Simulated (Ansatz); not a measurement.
# Bands, cutoff and cost in G0W0 for BP (honeycomb bilayer)

Aim: see how the G0W0 gap of BP (honeycomb bilayer) on PBEsol moves with empty bands and screening cutoff, and what each rung costs.

Main program and level: Ansatz 0.2.0; G0W0 on PBEsol, plane waves, PAW; PAW set soft_1.

### 1. Starting point

The cell holds 4 atoms: 2 B and 2 P. Cell: a = 3.192 Å, b = 3.192 Å, c = 30.200 Å, α = 90.0°, β = 90.0°, γ = 120.0°. Regions: layer 1 (BP-hc), 2 atoms (1 B and 1 P); layer 2 (BP-hc), 2 atoms (1 B and 1 P). Vacuum lies along c.

The structure was relaxed with PBEsol-D3(BJ). The runs that relaxed it are not among those shown. The Coulomb interaction is cut off across the vacuum.

### 2. 158 empty bands, screening to 41 eV

Now the one-shot GW correction: screening in the RPA, then the self-energy of the levels asked for. This step takes PAW set soft_1 files.

Contents of input.yaml:

```yaml
crystal:
  lattice:
    - [3.1917572762, 0.0, 0.0]
    - [-1.5958786381, 2.7641428839, 0.0]
    - [0.0, 0.0, 30.2]
  atoms:
    - { symbol: B, position: [0.3333333333, 0.6666666667, 0.4431928281] }
    - { symbol: P, position: [0.6666666667, 0.3333333333, 0.4424602875] }
    - { symbol: B, position: [0.0, 0.0, 0.5575397125] }
    - { symbol: P, position: [0.3333333333, 0.6666666667, 0.5565501391] }
  periodic: [true, true, false]
kpoints:
  mp_grid: { grid: [6, 6, 1] }
hamiltonian:
  xc: pbesol
  pseudopotentials: { kind: paw, azcp: { folder: soft_1 }, xc_functional: pbe }
scf:
  occupations: { method: fixed }
gw:
  n_empty_bands: 158
  ecut_chi: 41
  qp_bands: [v2, c2]
  qp_kpoints: band_edges
  screening: { model: contour_deformation }
```

Command:

```
ansatz run input.yaml --threads 4 --pin off --max-ram 17510MiB --backend cpu --events-out ev --progress --plain --runs-dir out
```

Numbers of over 12 decimals in the logs are rounded to 6 here.

The log of the run:

```text
Engine: ansatz 0.2.0, x86_64-unknown-linux-gnu
Pseudopotentials: kind: paw
Pseudopotential: B, paw, valence charge 3, recommended cutoff 420 eV (normal), soft_1/B.paw.azcp
Pseudopotential: P, paw, valence charge 5, recommended cutoff 420 eV (normal), soft_1/P.paw.azcp
Functional definition: PBEsol
  exchange = pbesol_x
  correlation = pbesol_c
Crystal: 4 atoms, lattice volume = 266.439 Å³
Basis set: ecut = 420 eV, 5273 PW (Γ)
Bands: 12, of which v1, the nominal top of the filled ones, is band 8 counted from 1 (7 counted from 0)
Symmetry: 6 space group operations
Space group: P3m1 (ITA 156), of the structure as read, at distance tolerance 6.4e-5 Å
k-points: 7 of 36 (time reversal used)
Non-local potential: B, projectors of the file, l = 0: 2, l = 1: 2, l = 2: 1
Non-local potential: P, projectors of the file, l = 0: 2, l = 1: 2, l = 2: 1
PAW form: soft (Blöchl's): semilocal exchange-correlation on the pseudo side does not see the compensation charge
PAW frozen core: B, regenerated for the run's functional, and the local potential with it (the file was generated under x = pbe(κ = 0.804, μ = 0.219515), c = pbe(β = 0.066725))
PAW frozen core: P, regenerated for the run's functional, and the local potential with it (the file was generated under x = pbe(κ = 0.804, μ = 0.219515), c = pbe(β = 0.066725))
PAW one-centre angular grid: B, 110 points (default); XC on 64 Gauss nodes
PAW one-centre angular grid: P, 110 points (default); XC on 64 Gauss nodes
Initial density: superposition of atomic densities (neutral atoms: chi_scale 0, normalization atom)
Initial wavefunctions: pseudopotential atomic-orbital guess
Functional: x = pbesol(κ = 0.804, μ = 0.123457), c = pbesol(β = 0.046)
SCF iter   1: F=—  HF=-1786.865341 eV  |F-HF|=—  |Δ(HF+E_count)|=         —  Δρ=3.88e-2  dr2=4.66e0  ethr=3.10e-3  ⟨swp⟩=7.7  Hψ=695  notcnv=0  defer=11
preconditioner: auto → none  [insulator: Δε(μ)=0.041 eV  Ē_g=10.154 eV  n_scr=16 (ndim 8)  ℏωp=9.1 eV  f_vac=0.717  ε∞_Penn≈1.8]
SCF iter   2: F=—  HF=-1785.429762 eV  |F-HF|=—  |Δ(HF+E_count)|=    1.44e0  Δρ=1.47e-2  dr2=6.24e-1  ethr=3.10e-3  ⟨swp⟩=5.1  Hψ=340  notcnv=0  defer=12
SCF iter   3: F=—  HF=-1785.340593 eV  |F-HF|=—  |Δ(HF+E_count)|=   8.92e-2  Δρ=6.52e-3  dr2=5.26e-1  ethr=3.10e-3  ⟨swp⟩=4.6  Hψ=256  notcnv=0  defer=12
SCF iter   4: F=—  HF=-1785.348585 eV  |F-HF|=—  |Δ(HF+E_count)|=   7.99e-3  Δρ=5.60e-3  dr2=1.22e0  ethr=3.10e-3  ⟨swp⟩=4.3  Hψ=247  notcnv=0  defer=13  recentre
SCF iter   5: F=—  HF=-1785.271186 eV  |F-HF|=—  |Δ(HF+E_count)|=   7.74e-2  Δρ=2.78e-3  dr2=9.26e-2  ethr=3.10e-3  ⟨swp⟩=3.3  Hψ=236  notcnv=0  defer=13
SCF iter   6: F=—  HF=-1785.262127 eV  |F-HF|=—  |Δ(HF+E_count)|=   9.06e-3  Δρ=1.27e-3  dr2=3.18e-2  ethr=5.79e-4  ⟨swp⟩=2.4  Hψ=133  notcnv=0  defer=14
SCF iter   7: F=—  HF=-1785.257269 eV  |F-HF|=—  |Δ(HF+E_count)|=   4.86e-3  Δρ=3.20e-4  dr2=5.93e-4  ethr=1.98e-4  ⟨swp⟩=3.6  Hψ=169  notcnv=0  defer=13
SCF iter   8: F=—  HF=-1785.257328 eV  |F-HF|=—  |Δ(HF+E_count)|=   5.92e-5  Δρ=1.86e-4  dr2=7.92e-4  ethr=3.70e-6  ⟨swp⟩=4.0  Hψ=237  notcnv=0  defer=13
SCF iter   9: F=—  HF=-1785.257224 eV  |F-HF|=—  |Δ(HF+E_count)|=   1.04e-4  Δρ=1.10e-4  dr2=3.56e-4  ethr=3.70e-6  ⟨swp⟩=2.6  Hψ=123  notcnv=0  defer=14
SCF iter  10: F=—  HF=-1785.257172 eV  |F-HF|=—  |Δ(HF+E_count)|=   5.21e-5  Δρ=2.33e-5  dr2=6.99e-6  ethr=2.22e-6  ⟨swp⟩=2.0  Hψ=112  notcnv=0  defer=14
SCF iter  11: F=—  HF=-1785.257172 eV  |F-HF|=—  |Δ(HF+E_count)|=   8.41e-8  Δρ=1.37e-5  dr2=1.40e-6  ethr=4.37e-8  ⟨swp⟩=3.7  Hψ=196  notcnv=0  defer=13
SCF iter  12: F=—  HF=-1785.257171 eV  |F-HF|=—  |Δ(HF+E_count)|=   3.68e-7  Δρ=5.06e-6  dr2=2.30e-7  ethr=8.72e-9  ⟨swp⟩=3.1  Hψ=148  notcnv=0  defer=13
SCF iter  13: F=-1785.257171 eV  HF=-1785.257171 eV  |F-HF|=9.10e-9  |Δ(HF+E_count)|=   4.75e-8  Δρ=1.16e-6  dr2=1.12e-8  ethr=6.25e-10  ⟨swp⟩=12.6  Hψ=652  notcnv=0
SCF 1 converged in 13 iterations: F = -1785.257171 eV  dr2 = 1.12e-8
  greatest PAW one-centre occupation: 0.767 electrons in one spin orbital (limit 2), on the P atom at site 3 (counted from 0), in its partial waves of l = 0
NSCF: frozen V_eff on 7 k-points
G₀W₀ screening: q 1/7
[... further progress lines ...]
SCF converged after 13 iterations
Free energy (F): -1785.257171 eV
Harris-Foulkes:  -1785.257171 eV  (|F-HF|=9.10e-9)
Internal energy: -1785.257171 eV  (E = F + TS)
E sigma→0 (E₀):  -1785.257171 eV
Fermi energy:    -5.127883 eV
--- Per-component energies (eV) ---
  E_band       = -180.206448
  E_kinetic    = 236.322182
  E_local      = -14620.598845  (includes V_loc(G=0)·N_el)
  E_nonlocal   = 81.896611
  E_hartree    = 7170.288345
  E_xc         = -208.603340
  E_vxc        = -197.705946  (∫ρ·V_xc dr)
  E_paw        = -1236.718052  (= ΣΔE_a)
  E_vpaw       = -20.700004  (= ΣTr[D̂ρ^β])
  E_aug_tail   = 0.000012  (compensation charges beyond the density's cutoff)
  E_ewald      = 6792.034301
  E_core_change = 0.121614  (= ΣΔE_core)
  E_smearing   = -0.000000  (= −TS)
  E_closure    = -0.000000  (closes the sum)
  Σ components = -1785.257171   (vs F -1785.257171, Δ=0.00e0)
--- Band table (eV; the first three rows and the last of 7) ---
  k-point 0: bands = [... 4 lower, -6.9707, -6.9707, -6.6709, -6.6709, -1.3382 (-1.3384°), -0.6877, -0.6877, -0.5303]
  k-point 1: bands = [... 4 lower, -8.4763, -8.1556, -7.6719, -7.3600, -1.4012 (-1.4012°), -1.0594 (-1.0594°), -0.7242, 0.0149]
  k-point 2: bands = [... 4 lower, -8.6403, -8.3852, -8.3197, -6.9085, -2.3672, -2.1617, -1.7622, -1.1353]
  k-point 6: bands = [... 4 lower, -11.7391, -11.4387, -5.6891, -5.1279, -4.5527, -3.8713, 0.8276, 1.2747]
  ° read free of the cell's end (the report's vacuum.weakly_bound_levels)
--- G₀W₀: contour deformation, 7 samples at zero and on the imaginary axis and 2 off it, 36 q-points, 158 empty bands' worth ---
  eigenvalues of the whole cell's RPA ε∞ on this k-mesh (on a slab, of 1 + 4πα/V) = 1.1797, 7.1574, 7.1574; static W/v taken at q = 0 is 0.347192
  gw.qp_kpoints: band_edges: 5 of 7 stored k-points solved, in 1 pass; an edge of the gap read off the rows below is read off those points alone
    valence top: of the k-points left out ik 2 came nearest to being solved in a further pass, in band 8 (counted from 1, as in the quasiparticle table): it holds the edge there only if its correction is more favourable than any solved in that band by at least 1.742 eV; those differ by 0.057 eV
    conduction bottom: of the k-points left out ik 2 came nearest to being solved in a further pass, in band 9 (counted from 1, as in the quasiparticle table): it holds the edge there only if its correction is more favourable than any solved in that band by at least 1.778 eV; those differ by 0.793 eV
  `?` marks the rows in doubt; gw_qp.tsv's column doubts and the gw_qp event give each row's grounds
    ik  band        ε_KS         Σx   Σc(E_QP)       V_xc       Z   E_QP_lin       E_QP  E_QP is
     0     7     -6.6709   -17.7933     2.6735   -15.1579  0.6592    -6.6329    -6.6329  root
     0     8     -6.6709   -17.7933     2.6735   -15.1579  0.6592    -6.6329    -6.6329  root
     0     9     -1.3382    -2.4542    -2.8669    -5.3731  0.7248    -1.2859    -1.2862  root
     0    10     -0.6877    -7.7770    -4.6190   -13.3093  0.6412     0.2166     0.2255  root
     1     7     -7.6719   -17.7768     2.8776   -14.9075  0.6411    -7.6635    -7.6635  root
     1     8     -7.3600   -17.7872     2.8586   -14.9326  0.6480    -7.3560    -7.3560  root
     1     9     -1.4012    -7.4927    -4.4120   -12.7493  0.6575    -0.5706    -0.5566  root
     1    10     -1.0594    -6.8677    -4.2349   -11.8705  0.6588    -0.3078    -0.2915  root
     3     7     -6.7856   -13.5987     1.6889   -11.8610  0.6373    -6.8348    -6.8344  root
     3     8     -6.0574   -13.3945     1.3298   -12.0457  0.6490    -6.0764    -6.0763  root
     3     9     -3.8840    -7.5616    -3.2631   -11.2677  0.6642    -3.3941    -3.4410  root
     3    10     -3.4444    -7.5988    -3.4221   -11.4949  0.6493    -2.9183    -2.9703  root ?
     5     7     -7.1155   -13.4466     1.8259   -11.5587  0.6277    -7.1779    -7.1775  root
     5     8     -5.8871   -13.5973     1.2531   -12.3388  0.6513    -5.8924    -5.8924  root
     5     9     -3.5890    -7.5060    -3.4161   -11.3917  0.6579    -3.0623    -3.1193  root ?
     5    10     -2.7939    -7.7587    -3.7638   -12.0190  0.6373    -2.2258    -2.2974  root ?
     6     7     -5.6891   -12.8923     0.6920   -12.2611  0.6605    -5.6288    -5.6283  root
     6     8     -5.1279   -13.6559     0.9508   -12.7049  0.6592    -5.1281    -5.1281  root
     6     9     -4.5527    -7.6197    -2.9972   -11.0764  0.6601    -4.0369    -4.0931  root ?
     6    10     -3.8713    -8.4138    -2.9802   -11.8559  0.6618    -3.3542    -3.4094  root ?
```

It took 10 s on 4 threads of Intel Xeon 6975P-C (Granite Rapids), shared host; peak memory 1.2 GiB; 38 s of CPU time.

This step gave:

- bands summed: 166
- plane waves in the screening matrix: 169
- q-points in the mesh: 36
- G0W0 gap on the mesh: 1.035 eV
- k of the valence top: 0.3333, 0.3333, 0
- k of the conduction bottom: 0.3333, 0.3333, 0
- starting gap on the mesh: 0.5752 eV
- Z at the valence top: 0.6592
- Z at the conduction bottom: 0.6601
- least direct G0W0 gap on the computed points: 1.035 eV

The gap on the mesh goes from 0.58 eV to 1.03 eV, a correction of +0.46 eV. The program marks an edge row as in doubt. Between the two edge states, bare exchange in place of the xc potential would open the gap by 4.41 eV, and correlation takes back 3.95 eV.

### 3. 392 empty bands, screening to 75 eV

Another rung: the empty bands reach about as high as the screening cutoff, so the two stay in balance.

Changes to input.yaml since step 2:

```diff
@@ -18,5 +18,6 @@
   occupations: { method: fixed }
+  convergence: { dr2_threshold: 1.0e-10 }
 gw:
-  n_empty_bands: 158
-  ecut_chi: 41
+  n_empty_bands: 392
+  ecut_chi: 75.0
   qp_bands: [v2, c2]
```

The log of the run:

```text
[...]
Crystal: 4 atoms, lattice volume = 266.439 Å³
Basis set: ecut = 420 eV, 5273 PW (Γ)
Bands: 12, of which v1, the nominal top of the filled ones, is band 8 counted from 1 (7 counted from 0)
Symmetry: 6 space group operations
[...]
k-points: 7 of 36 (time reversal used)
[...]
SCF iter   1: F=—  HF=-1786.865341 eV  |F-HF|=—  |Δ(HF+E_count)|=         —  Δρ=3.88e-2  dr2=4.66e0  ethr=3.10e-3  ⟨swp⟩=7.7  Hψ=695  notcnv=0  defer=11
[...]
SCF iter  15: F=-1785.257171 eV  HF=-1785.257171 eV  |F-HF|=4.37e-11  |Δ(HF+E_count)|=  2.55e-11  Δρ=1.16e-7  dr2=7.58e-11  ethr=1.00e-12  ⟨swp⟩=12.7  Hψ=675  notcnv=0
SCF 1 converged in 15 iterations: F = -1785.257171 eV  dr2 = 7.58e-11
[...]
NSCF: frozen V_eff on 7 k-points
G₀W₀ screening: q 1/7
[... further progress lines ...]
SCF converged after 15 iterations
Free energy (F): -1785.257171 eV
[...]
Internal energy: -1785.257171 eV  (E = F + TS)
E sigma→0 (E₀):  -1785.257171 eV
Fermi energy:    -5.127817 eV
[...]
--- Band table (eV; the first three rows and the last of 7) ---
  k-point 0: bands = [... 4 lower, -6.9708, -6.9708, -6.6709, -6.6709, -1.3382 (-1.3384°), -0.6878, -0.6878, -0.5303]
  k-point 1: bands = [... 4 lower, -8.4762, -8.1556, -7.6719, -7.3599, -1.4012 (-1.4012°), -1.0594 (-1.0594°), -0.7242, 0.0149]
  k-point 2: bands = [... 4 lower, -8.6404, -8.3852, -8.3197, -6.9084, -2.3672, -2.1617, -1.7622, -1.1353]
  k-point 6: bands = [... 4 lower, -11.7392, -11.4386, -5.6892, -5.1278, -4.5528, -3.8713, 0.8275, 1.2747]
  ° read free of the cell's end (the report's vacuum.weakly_bound_levels)
[...]
0     7     -6.6709   -17.7933     2.3490   -15.1579  0.6539    -6.9712    -6.9573  root
     0     8     -6.6709   -17.7933     2.3490   -15.1579  0.6539    -6.9712    -6.9573  root
     0     9     -1.3382    -2.4541    -2.9260    -5.3730  0.7237    -1.3454    -1.3454  root
     0    10     -0.6878    -7.7771    -5.0111   -13.3093  0.6373    -0.0587    -0.1666  root ?
     1     7     -7.6719   -17.7768     2.5752   -14.9075  0.6377    -7.9809    -7.9661  root
     1     8     -7.3599   -17.7872     2.5536   -14.9326  0.6432    -7.6761    -7.6609  root
     1     9     -1.4012    -7.4927    -4.7638   -12.7493  0.6506    -0.8332    -0.9085  root ?
     1    10     -1.0594    -6.8675    -4.5442   -11.8702  0.6547    -0.5485    -0.6009  root ?
     3     7     -6.7856   -13.5987     1.4973   -11.8610  0.6310    -7.0365    -7.0260  root
     3     8     -6.0573   -13.3945     1.1169   -12.0456  0.6426    -6.2969    -6.2892  root
     3     9     -3.8840    -7.5617    -3.4631   -11.2678  0.6584    -3.6328    -3.6410  root
[...]
6     7     -5.6892   -12.8924     0.4688   -12.2612  0.6543    -5.8548    -5.8515  root
     6     8     -5.1278   -13.6559     0.7224   -12.7049  0.6526    -5.3638    -5.3564  root
     6     9     -4.5528    -7.6197    -3.2023   -11.0764  0.6545    -4.2887    -4.2983  root
     6    10     -3.8713    -8.4137    -3.2082   -11.8558  0.6554    -3.6297    -3.6373  root
```

Elapsed: 47 s, on 4 threads; peak memory 3.2 GiB; 3 min of CPU time.

Numbers from this step:

```yaml
bands_summed: 400
plane_waves_in_the_screening_matrix: 379
q_points_in_the_mesh: 36
g0w0_gap_on_the_mesh: 1.058 eV
k_of_the_valence_top: 0.3333, 0.3333, 0
k_of_the_conduction_bottom: 0.3333, 0.3333, 0
starting_gap_on_the_mesh: 0.5750 eV
z_at_the_valence_top: 0.6526
z_at_the_conduction_bottom: 0.6545
least_direct_g0w0_gap_on_the_computed_points: 1.058 eV
```

Against the run with 6×6×1 mesh, 158 empty bands, screening to 41 eV, PAW set soft_1 files, the gap moves by +0.02 eV.

### 4. The runs together

Times are wall times on 4 threads of Intel Xeon 6975P-C (Granite Rapids), shared host, good to a factor of about two.

```
 mesh           files            frequency  bands summed  cutoff (eV)  start (eV)  G0W0 (eV)  time  host memory (GiB)
6×6×1  PAW set soft_1  contour deformation           166           41       0.575      1.035  10 s                1.2
6×6×1  PAW set soft_1  contour deformation           400           75       0.575      1.058  47 s                3.2
```

How the two edges are built up, in eV (the quasiparticle level is the starting level plus Σx plus Σc less Vxc):

```
      run               edge  start      Σx     Σc     Vxc     Z     QP
166 bands        valence top  -5.13  -13.66   0.95  -12.70  0.66  -5.13
166 bands  conduction bottom  -4.55   -7.62  -3.00  -11.08  0.66  -4.09
400 bands        valence top  -5.13  -13.66   0.72  -12.70  0.65  -5.36
400 bands  conduction bottom  -4.55   -7.62  -3.20  -11.08  0.65  -4.30
```

### 5. Outcome

- 166 bands, 41 eV: 1.035 eV
- 400 bands, 75 eV: 1.058 eV
- mesh and start: 6×6×1, PBEsol

In words: From 166 to 400 bands the gap moves by +0.02 eV while the time grows 4.5-fold. Σc changes by −0.23 eV at the valence top and −0.21 eV at the conduction bottom, so the levels themselves move more than the gap between them. The mesh in the plane is coarse for a sheet; gap and any exciton binding can still move on denser ones.

[Paths, hosts, dates, memory and timing lines, banners, echoed tables and standing remarks are left out of the program output.]

[Logs are printed without paths, hosts, clocks, repeated set-up lines and the standing remarks that a program may print on its own settings, such as how far it seeks lower states.]

[Runs of the session that timed out or met a known fault of the program may be left out.]

[Cells called generated may have been cut or substituted from an entry of the Crystallography Open Database or the Materials Project.]

[Hosts, paths, dates, database ids (printed as entryN), source tags and the programs' standing remarks are cut or masked in the printed files.]
